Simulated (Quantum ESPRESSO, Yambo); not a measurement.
# BP (F-43m): G0W0 in Yambo against the bands

How does the gap of BP (F-43m) converge in the bands?

Calculated with Yambo 5.3.0; PBE and many-body steps on it, plane waves.

## (1) The starting structure

It takes space group F-43m (No. 216, cubic). Conventional cell: a = 4.538 Å, b = 4.538 Å, c = 4.538 Å, α = 90.00°, β = 90.00°, γ = 90.00°. Nearest to B lie 4 P at 1.97 Å. Nearest to P lie 4 B at 1.97 Å. Farther neighbours are not listed.

As a file:

```cif
data_structure
_symmetry_space_group_name_H-M 'F-43m'
_symmetry_Int_Tables_number 216
_cell_length_a 4.5380
_cell_length_b 4.5380
_cell_length_c 4.5380
_cell_angle_alpha 90.000
_cell_angle_beta 90.000
_cell_angle_gamma 90.000
_cell_volume 93.45
loop_
_atom_site_label
_atom_site_type_symbol
_atom_site_symmetry_multiplicity
_atom_site_Wyckoff_symbol
_atom_site_fract_x
_atom_site_fract_y
_atom_site_fract_z
_atom_site_occupancy
B1 B 4 a 0.00000 0.00000 0.00000 1
P1 P 4 d 0.25000 0.25000 0.75000 1
```

The cell and positions come from the Crystallography Open Database and are kept as given unless a step says otherwise.

## (2) 20 bands

This step: Yambo 5.3.0; G0W0 on PBE, plane waves, norm-conserving pseudopotentials.

Now the one-shot GW correction: screening in the RPA, then the self-energy of the levels asked for.

gw1.in reads:

```
HF_and_locXC
gw0
dyson
ppa
em1d
rim_cut
RandQpts= 1000000
RandGvec= 1 RL
EXXRLvcs= 68 Ry
VXCRLvcs= 272 Ry
Chimod= "HARTREE"
% BndsRnXp
 1 | 20 |
%
NGsBlkXp= 15.5 Ry
% LongDrXp
 1 | 1 | 1 |
%
% GbndRnge
 1 | 20 |
%
DysSolver= "n"
ExtendOut
PPAPntXp= 27.21138 eV
% QPkrange
 1 | 1 | 3 | 6 |
 7 | 7 | 3 | 6 |
%
```

Run with:

```console
$ OMP_NUM_THREADS=1 mpirun -n 4 yambo -F gw1.in -J gw1 -C gw1 > gw1.log
```

The log of the run:

```text
 Yambo, version 5.3.0

 [02] CORE Variables Setup
 =========================

  [... cell, symmetries and grids as in the set-up ...]

  [02.05] Energies & Occupations
  ==============================

  [X] === General ===
  [X] Electronic Temperature                        :  0.000000  0.000000 [eV K]
  [X] Bosonic    Temperature                        :  0.000000  0.000000 [eV K]
  [X] Finite Temperature mode                       : no
  [X] El. density                                   :  0.34242E+24 [cm-3]
  [X] Fermi Level                                   :  9.241273 [eV]

  [X] === Gaps and Widths ===
  [X] Conduction Band Min                           :  1.347324 [eV]
  [X] Valence Band Max                              :  0.000000 [eV]
  [X] Filled Bands                                  :   4
  [X] Empty Bands                                   :    5  279
  [X] Direct Gap                                    :  3.406803 [eV]
  [X] Direct Gap localized at k                     :  1
  [X] Indirect Gap                                  :  1.347324 [eV]
  [X] Indirect Gap between kpts                     :   1   7
  [X] Last valence band width                       :  5.466754 [eV]
  [X] 1st conduction band width                     :  3.986001 [eV]

 [03] Transferred momenta grid and indexing
 ==========================================

 IBZ Q-points                                      :   8
 BZ  Q-points                                      :   64

 K/Q-points units:
 rlu = crystal or reduced units; cc = cartesian coordinates; iku = interal k-units

 Q [1]          [rlu]:  0.000000  0.000000  0.000000
 Q [2]          [rlu]: -0.10617E-17 -0.10617E-17  0.25000
 Q [3]          [rlu]:  0.21235E-17  0.21235E-17 -0.50000
 Q [4]          [rlu]: -0.90507E-17  0.25000      0.25000
 Q [5]          [rlu]:  0.10377E-16  0.25000      0.50000
 Q [6]          [rlu]:  0.21235E-17  0.25000     -0.25000
 Q [7]          [rlu]:  0.18101E-16 -0.50000     -0.50000
 Q [8]          [rlu]:  0.250000 -0.500000 -0.250000

 [04] Coloumb potential Random Integration (RIM)
 ===============================================

  [04.01] RIM initialization
  ==========================

  * Diagonal components only detected *

  8 x (sBL volume)        :  0.196662 [a.u.]
  sBZ random points       :  1000000
  Points outside the sBZ  :   7987327
  RL volume               :  1.573293 [a.u.]
  Integrated volume       :  1.575789 [a.u.]

  [04.02] RIM integrals
  =====================

  Gamma point sphere radius             :  0.105485 [a.u.]
  Points outside the sphere             :   799513
  [Int_sBZ(q=0) 1/q^2]*(Vol_sBZ)^(-1/3) =:  7.764325
                                 should be <:  7.795600

  Summary of Coulomb integrals for non-metallic bands |Q|[au] RIM/Bare

  Q [1] 0.100000E-4 0.995988 * Q [2] 0.317261 1.066317
  Q [4] 0.366342 1.065091 * Q [6] 0.518086 1.027759
  Q [5] 0.607509 1.020584 * Q [3] 0.634523 1.018268
  Q [7] 0.732684 1.014689 * Q [8] 0.819165 1.011648

 [WARNING] [Xp] User bands 1-20 break level degeneracy

 [05] Dipoles
 ============

  [05.01] Setup: observables and procedures
  =========================================

 [06] Dynamic Dielectric Matrix (PPA)
 ====================================

 [WR./gw1//ndb.pp]---------------------------------------------------------------
  Brillouin Zone Q/K grids (IBZ/BZ)                :    8   64    8   64
  RL vectors                                       :  1917 [WF]
  Coulomb cutoff potential                         : none
  Electronic Temperature                           :  0.000000 [K]
  Bosonic    Temperature                           :  0.000000 [K]
  PPA    diel. fun.  energies                      : Perdew, Burke & Ernzerhof(X)+Perdew, Burke & Ernzerhof(C)
  wavefunctions                                    : Perdew, Burke & Ernzerhof(X)+Perdew, Burke & Ernzerhof(C)
  Global Gauge                                     : length
  X matrix size                                    :  181
  X band range                                     :   1  20
  X e/h energy range                               : -1.000000 -1.000000 [eV]
  X Time ordering                                  : R
  X Hxc Kernel                                     : HARTREE
  X Drude frequency                                :  0.000000  0.000000
  X poles                                          :  100.0000 [o/o]
  RL vectors in the sum                            :  1917
  [r,Vnl] included                                 : yes
  Field direction                                  :  0.577350E-5  0.577350E-5  0.577350E-5
  BZ energy Double Grid                            : no
  BZ energy DbGd points                            : 0
  BZ Q point size factor                           : -1.000000
  X Optical Averaged directions                    : none

 [07] Local Exchange-Correlation + Non-Local Fock
 ================================================

 [VXC] Plane waves :  11935
 [EXS] Plane waves :  1471

 QP @ state[ 1 ] K range:  1  1
 QP @ state[ 1 ] b range:   3   6
 QP @ state[ 2 ] K range:   7   7
 QP @ state[ 2 ] b range:   3   6

 [xc] Functional : Perdew, Burke & Ernzerhof(X)+Perdew, Burke & Ernzerhof(C)
 [xc] LIBXC used to calculate xc functional
  PP Number of Atomic Species                      :  2
  NLCC RL compoments                               :  11935
  PP Number of Atomic Species                      :  2
  NLCC RL compoments                               :  11935

 [xc] E_xc :  -2.825902 [Ha]
      E_xc :  -5.651803 [Ry]

  Local XC kind (lXC) : Perdew, Burke & Ernzerhof(X)+Perdew, Burke & Ernzerhof(C)
  Non-Local XC kind (nlXC) : Hartree-Fock

  Corrections @ K [1] :  [eV]
 <3|nlXC|3> = -15.11597  0.27490E-17 <3|lXC|3> = -13.31497 -0.10746E-19
 <4|nlXC|4> = -15.11568  0.15223E-16 <4|lXC|4> = -13.31497 -0.56678E-15
 <5|nlXC|5> = -7.139641  0.74225E-17 <5|lXC|5> = -12.02100  0.33045E-15
 <6|nlXC|6> = -7.139699  0.14631E-17 <6|lXC|6> = -12.02100 -0.47201E-16

  Corrections @ K [7] :  [eV]
 <3|nlXC|3> = -15.96388  0.16157E-16 <3|lXC|3> = -12.50131  0.28975E-19
 <4|nlXC|4> = -15.96386  0.15018E-16 <4|lXC|4> = -12.50131 -0.23491E-16
 <5|nlXC|5> = -6.408130 -0.43730E-17 <5|lXC|5> = -10.80516  0.70805E-16
 <6|nlXC|6> = -6.161084  0.16372E-18 <6|lXC|6> = -10.66008 -0.11800E-15

 [08] Dyson equation: Newton solver
 ==================================

  [08.01] G0W0 (W PPA)
  ====================

  [  GW  ] Bands range     :   1  20
  [GW/PPA] G damping       :  0.100000 [eV]

  QP @ state[ 1 ] K range:  1  1
  QP @ state[ 1 ] b range:   3   6
  QP @ state[ 2 ] K range:   7   7
  QP @ state[ 2 ] b range:   3   6

   Sc/G bands                                       :   1  20
   Sc/G damping                                     :  0.100000 ev
   Sc bands terminator                              : no
   Sx RL components                                 :  1471

   QP @ state[ 1 ] K range                          :  1  1
   QP @ state[ 1 ] b range                          :   3   6
   QP @ state[ 2 ] K range                          :   7   7
   QP @ state[ 2 ] b range                          :   3   6
   GF energies kind                                 : Perdew, Burke & Ernzerhof(X)+Perdew, Burke & Ernzerhof(C)
   GF WF`s kind                                     : Perdew, Burke & Ernzerhof(X)+Perdew, Burke & Ernzerhof(C)
   Xs energies kind                                 : Perdew, Burke & Ernzerhof(X)+Perdew, Burke & Ernzerhof(C)
   Xs WF`s kind                                     : Perdew, Burke & Ernzerhof(X)+Perdew, Burke & Ernzerhof(C)

 [11] Game Over & Game summary
```

The job ended after 7.9 s (4 MPI ranks of Arm Neoverse V1, shared host; peak memory 1.1 GiB).

This step gave:

| Quantity | Value |
| --- | --- |
| G0W0 gap on the points computed | 1.945 eV |
| starting gap on the mesh | 1.347 eV |
| k of the valence top | 0, 0, 0 |
| k of the conduction bottom | 0, -0.5, -0.5 |
| least direct G0W0 gap on the computed points | 4.277 eV |
| Z at the valence top | 0.8025 |
| Z at the conduction bottom | 0.8147 |

The gap on the mesh goes from 1.35 eV to 1.94 eV, a correction of +0.60 eV.

## (3) 38 bands

gw2.in, as its differences from gw1.in of step 2:

```diff
@@ -12,3 +12,3 @@
 % BndsRnXp
- 1 | 20 |
+ 1 | 38 |
 %
@@ -19,3 +19,3 @@
 % GbndRnge
- 1 | 20 |
+ 1 | 38 |
 %
```

Run with:

```console
$ OMP_NUM_THREADS=1 mpirun -n 4 yambo -F gw2.in -J gw2 -C gw2 > gw2.log
```

The log of the run:

```text
 Yambo, version 5.3.0

 [02] CORE Variables Setup
 =========================

  [... cell, symmetries and grids as in the set-up ...]

  [02.05] Energies & Occupations
  ==============================

  [X] === General ===
  [X] Electronic Temperature                        :  0.000000  0.000000 [eV K]
  [X] Bosonic    Temperature                        :  0.000000  0.000000 [eV K]
  [X] Finite Temperature mode                       : no
  [X] El. density                                   :  0.34242E+24 [cm-3]
  [X] Fermi Level                                   :  9.241273 [eV]

  [X] === Gaps and Widths ===
  [X] Conduction Band Min                           :  1.347324 [eV]
  [X] Valence Band Max                              :  0.000000 [eV]
  [X] Filled Bands                                  :   4
  [X] Empty Bands                                   :    5  279
  [X] Direct Gap                                    :  3.406803 [eV]
  [X] Direct Gap localized at k                     :  1
  [X] Indirect Gap                                  :  1.347324 [eV]
  [X] Indirect Gap between kpts                     :   1   7
  [X] Last valence band width                       :  5.466754 [eV]
  [X] 1st conduction band width                     :  3.986001 [eV]

 [03] Transferred momenta grid and indexing
 ==========================================

 IBZ Q-points                                      :   8
 BZ  Q-points                                      :   64

 K/Q-points units:
 rlu = crystal or reduced units; cc = cartesian coordinates; iku = interal k-units

 Q [1]          [rlu]:  0.000000  0.000000  0.000000
 Q [2]          [rlu]: -0.10617E-17 -0.10617E-17  0.25000
 Q [3]          [rlu]:  0.21235E-17  0.21235E-17 -0.50000
[...]
NLCC RL compoments                               :  11935
  PP Number of Atomic Species                      :  2
  NLCC RL compoments                               :  11935

 [xc] E_xc :  -2.825902 [Ha]
      E_xc :  -5.651803 [Ry]

  Local XC kind (lXC) : Perdew, Burke & Ernzerhof(X)+Perdew, Burke & Ernzerhof(C)
  Non-Local XC kind (nlXC) : Hartree-Fock

  Corrections @ K [1] :  [eV]
 <3|nlXC|3> = -15.11597  0.27490E-17 <3|lXC|3> = -13.31497 -0.10746E-19
 <4|nlXC|4> = -15.11568  0.15223E-16 <4|lXC|4> = -13.31497 -0.56678E-15
 <5|nlXC|5> = -7.139641  0.74225E-17 <5|lXC|5> = -12.02100  0.33045E-15
[...]
Corrections @ K [7] :  [eV]
[...]
<5|nlXC|5> = -6.408130 -0.43730E-17 <5|lXC|5> = -10.80516  0.70805E-16
 <6|nlXC|6> = -6.161084  0.16372E-18 <6|lXC|6> = -10.66008 -0.11800E-15

 [08] Dyson equation: Newton solver
 ==================================

  [08.01] G0W0 (W PPA)
  ====================

  [  GW  ] Bands range     :    1   38
  [GW/PPA] G damping       :  0.100000 [eV]

  QP @ state[ 1 ] K range:  1  1
  QP @ state[ 1 ] b range:   3   6
  QP @ state[ 2 ] K range:   7   7
  QP @ state[ 2 ] b range:   3   6

   Sc/G bands                                       :    1   38
   Sc/G damping                                     :  0.100000 ev
   Sc bands terminator                              : no
   Sx RL components                                 :  1471

   QP @ state[ 1 ] K range                          :  1  1
   QP @ state[ 1 ] b range                          :   3   6
   QP @ state[ 2 ] K range                          :   7   7
   QP @ state[ 2 ] b range                          :   3   6
   GF energies kind                                 : Perdew, Burke & Ernzerhof(X)+Perdew, Burke & Ernzerhof(C)
   GF WF`s kind                                     : Perdew, Burke & Ernzerhof(X)+Perdew, Burke & Ernzerhof(C)
   Xs energies kind                                 : Perdew, Burke & Ernzerhof(X)+Perdew, Burke & Ernzerhof(C)
   Xs WF`s kind                                     : Perdew, Burke & Ernzerhof(X)+Perdew, Burke & Ernzerhof(C)

 [11] Game Over & Game summary
```

The job ended after 12 s (4 MPI ranks; peak memory 1.1 GiB; 44 s of CPU time).

This step gave:

```
G0W0 gap on the points computed              : 1.974 eV
starting gap on the mesh                     : 1.347 eV
k of the valence top                         : 0, 0, 0
k of the conduction bottom                   : 0, -0.5, -0.5
least direct G0W0 gap on the computed points : 4.252 eV
Z at the valence top                         : 0.7990
Z at the conduction bottom                   : 0.8114
```

Against the run before, the gap moves by +0.030 eV.

## (4) 73 bands

gw3.in, as its differences from gw2.in of step 3:

```diff
@@ -12,3 +12,3 @@
 % BndsRnXp
- 1 | 38 |
+ 1 | 73 |
 %
@@ -19,3 +19,3 @@
 % GbndRnge
- 1 | 38 |
+ 1 | 73 |
 %
```

Run with:

```console
$ OMP_NUM_THREADS=1 mpirun -n 4 yambo -F gw3.in -J gw3 -C gw3 > gw3.log
```

The log of the run:

```text
 Yambo, version 5.3.0

 [02] CORE Variables Setup
 =========================

  [... cell, symmetries and grids as in the set-up ...]

  [02.05] Energies & Occupations
  ==============================

  [X] === General ===
  [X] Electronic Temperature                        :  0.000000  0.000000 [eV K]
  [X] Bosonic    Temperature                        :  0.000000  0.000000 [eV K]
  [X] Finite Temperature mode                       : no
  [X] El. density                                   :  0.34242E+24 [cm-3]
[...]
QP @ state[ 1 ] b range                          :   3   6
   QP @ state[ 2 ] K range                          :   7   7
   QP @ state[ 2 ] b range                          :   3   6
   GF energies kind                                 : Perdew, Burke & Ernzerhof(X)+Perdew, Burke & Ernzerhof(C)
   GF WF`s kind                                     : Perdew, Burke & Ernzerhof(X)+Perdew, Burke & Ernzerhof(C)
   Xs energies kind                                 : Perdew, Burke & Ernzerhof(X)+Perdew, Burke & Ernzerhof(C)
   Xs WF`s kind                                     : Perdew, Burke & Ernzerhof(X)+Perdew, Burke & Ernzerhof(C)

 [11] Game Over & Game summary
```

Wall time 21 s (4 MPI ranks); peak memory 1.1 GiB.

This step gave:

| Item | Value |
| --- | --- |
| G0W0 gap on the points computed | 2.025 eV |
| starting gap on the mesh | 1.347 eV |
| k of the valence top | 0, 0, 0 |
| k of the conduction bottom | 0, -0.5, -0.5 |
| least direct G0W0 gap on the computed points | 4.267 eV |

Against the run before, the gap moves by +0.051 eV.

[end of part 1 of 2]

[Paths, hosts, dates, memory and timing lines, banners, echoed tables and standing remarks are left out of the program output.]

[Logs are printed without paths, hosts, clocks, repeated set-up lines and the standing remarks that a program may print on its own settings, such as how far it seeks lower states.]

[Runs of the session that timed out or met a known fault of the program may be left out.]

[Hosts, paths, dates, database ids (printed as entryN), source tags and the programs' standing remarks are cut or masked in the printed files.]
